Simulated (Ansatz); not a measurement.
# ZrS2: the cost of one run

Method: DFT PBE+D3(BJ), spin-orbit coupling, plane waves, PAW, in Ansatz 0.2.0.

5 further runs of the same task are left out: 2 that didn't finish, 3 set aside as unsound or not needed.

### Step 1. The structure to begin with

Symmetry: P-3m1, No. 164, trigonal system. The conventional cell has a = 3.648 Å, b = 3.648 Å, c = 31.843 Å, α = 90.00°, β = 90.00°, γ = 120.00°. S (site symmetry 3m) has 3 Zr at 2.56 Å as nearest neighbours. Around Zr (site symmetry -3m) lie 6 S at 2.56 Å.

As a file:

```xyz
3
Lattice="3.6482 0.0000 0.0000 -1.8241 3.1594 0.0000 0.0000 0.0000 31.8428" Properties=species:S:1:pos:R:3 pbc="T T T"
S     1.8241    1.0531   14.4626
Zr    0.0000    0.0000   15.9214
S     0.0000    2.1063   17.3802
```

The sheet was relaxed beforehand at this level: -5993.3749 eV a cell, gap on the mesh 1.10 eV, ionisation potential 6.40 eV, electron affinity 5.30 eV.

### Step 2. The same atoms with PBE+D3(BJ) with spin-orbit coupling

The sheet is isolated along c: the input cuts the Coulomb interaction between periodic copies.

The input, input.yaml:

```yaml
crystal:
  lattice:
    - [3.6481573382, 0.0, 0.0]
    - [-1.8240786691, 3.1593969319, 0.0]
    - [0.0, 0.0, 31.8428175488]
  atoms:
    - { symbol: S, position: [0.6666666667, 0.3333333333, 0.4541869491] }
    - { symbol: Zr, position: [0.0, 0.0, 0.5] }
    - { symbol: S, position: [0.3333333333, 0.6666666667, 0.5458130509] }
  periodic: [true, true, false]
basis:
  ecutwfc: 420
kpoints:
  mp_grid: { grid: [12, 12, 1] }
  band_path:
    path:
      - [0, 0, 0]
      - [0.5, 0, 0]
      - [0.3333333333333, 0.3333333333333, 0]
      - [0, 0, 0]
    npoints: 16
hamiltonian:
  xc: pbe
  dispersion: d3bj
scf:
  occupations: { method: gaussian, width: 0.02 }
output:
  forces: true
  stress: true
  eigenvalues: true
  populations: true
  write_density: true
  write_potential: true
  elf: true
  volumetric_format: npy
magnetization:
  noncollinear: true
  spin_orbit: true
```

Command:

```console
$ ansatz run input.yaml --threads 1 --pin off --max-ram 2560MiB --backend cpu --events-out ev --progress --plain --runs-dir out
```

**Question.** How long does this run take on 1 thread of Arm Neoverse V1, shared host, and how much memory does it need?

About 2.7 min, with a peak of 1 GiB.
